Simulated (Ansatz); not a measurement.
# Stationary points along a deformation path in Sc

These are results of DFT PBE, scalar-relativistic, plane waves, PAW in Ansatz, not measurements. The runs took a 420 eV cutoff, a Γ-centred 20×20×20 mesh and Gaussian smearing (0.15 eV). No spin polarisation. Energies are free energies at this smearing, counted from the undisturbed cell; pressure is positive in compression.

The undisturbed cell (as given, not relaxed at this level; it stands at 2.9 GPa; this fcc form isn't the usual structure):

```yaml
crystal:
  lattice:
    - [0.00000, 2.27050, 2.27050]
    - [2.27050, 0.00000, 2.27050]
    - [2.27050, 2.27050, 0.00000]
  atoms:
    - { symbol: Sc, position: [0.00000, 0.00000, 0.00000] }
```

At fixed volume and fractional coordinates, lengths along (0.000, 0.000, 1.000) are scaled against those across it; ρ is that ratio over its starting value. V = 23.410 Å³/atom. Δσ is the stress along the axis less the mean stress across it (compression positive).

| ρ | ΔE (meV/atom) | Δσ (GPa) | space group |
| --- | --- | --- | --- |
| 0.707 | 57.1 | 0.00 | Im-3m |
| 0.780 | 49.3 | 2.08 | I4/mmm |
| 0.850 | 27.1 | 2.81 | I4/mmm |
| 0.920 | 8.3 | 1.90 | I4/mmm |
| 1.000 | 0.0 | 0.00 | Fm-3m |
| 1.200 | 55.5 | -6.84 | I4/mmm |
| 1.300 | 123.3 | -10.64 | I4/mmm |
| 1.414 | 235.2 | -17.04 | I4/mmm |

Problem. How does the stress give the slope of the energy, and where is the energy stationary?

Solution. Along the path d ln(length) is 2/3 d ln ρ on the axis and −1/3 d ln ρ across it, so dE/d ln ρ = −(2/3) V Δσ: the energy falls with ρ where Δσ is positive. Δσ vanishes or changes sign at ρ = 0.707 (Im-3m, an end of the scan), at 57.1 meV/atom; at ρ = 1.000 (Fm-3m), a minimum at 0.0 meV/atom. Pairs of stationary points between two samples would go unseen, and could change a minimum read from distant neighbours into a maximum. At ρ = 0.707, 1.000 the cell is cubic, where symmetry alone makes the stress isotropic and the slope zero.

Problem. Integrate that slope from ρ = 1 to 0.780 by the trapezoid rule.

Solution. With V/N in Å³ and 1 eV/Å³ = 160.2 GPa the slopes at ρ = 1.000, 0.920, 0.850, 0.780 are 0, -185, -274, -203 meV/atom per unit of ln ρ. The steps add 7.7 + 18.1 + 20.5 = 46.3 meV/atom, against 49.3 from the energies; the trapezoid rule misses the curvature of the slope within each step.

In a metal these slopes depend on the k mesh and the smearing.